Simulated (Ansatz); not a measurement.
Mo:

```
Mo
1.0
    -1.58381    1.58381    1.58381
     1.58381   -1.58381    1.58381
     1.58381    1.58381   -1.58381
Mo
1
Direct
  0.00000 0.00000 0.00000
```

Base run:

```yaml
Program: Ansatz 0.2.0
Functional: r2SCAN
Potentials_or_basis: Ansatz PAW
Cutoff: "500 eV (not typed: the program's choice for these potentials)"
k_mesh: 9 × 9 × 9
Occupations: fermi-dirac, width 0.05 eV
Spin: spin-orbit coupling, no magnetisation
```

Its results: band gap on the k mesh none (metal or under the smearing width); pressure -4.7 GPa.

Question: After a change of settings the same cell gave: band gap on the k mesh none (metal or under the smearing width); pressure -9.7 GPa. Which change was it?
A. functional from r2SCAN to PBEsol; cutoff from 500 eV (not typed: the program's choice for these potentials) to 420 eV (not typed: the program's choice for these potentials)
B. k mesh from 9 × 9 × 9 to 12 × 12 × 12; spin from spin-orbit coupling, no magnetisation to no spin polarisation; potential files from those of the base run to others of the same set
C. functional from r2SCAN to BLYP; cutoff from 500 eV (not typed: the program's choice for these potentials) to 420 eV (not typed: the program's choice for these potentials); occupations from fermi-dirac, width 0.05 eV to gaussian, width 0.05 eV
D. functional from r2SCAN to LDA; cutoff from 500 eV (not typed: the program's choice for these potentials) to 420 eV (not typed: the program's choice for these potentials)

Answer: A.

Caveats: the PAW data sets come from PBE, with cores solved anew for the run's functional, which leaves a small shift of forces and pressure.

Runs at the PBE level aren't shown here.
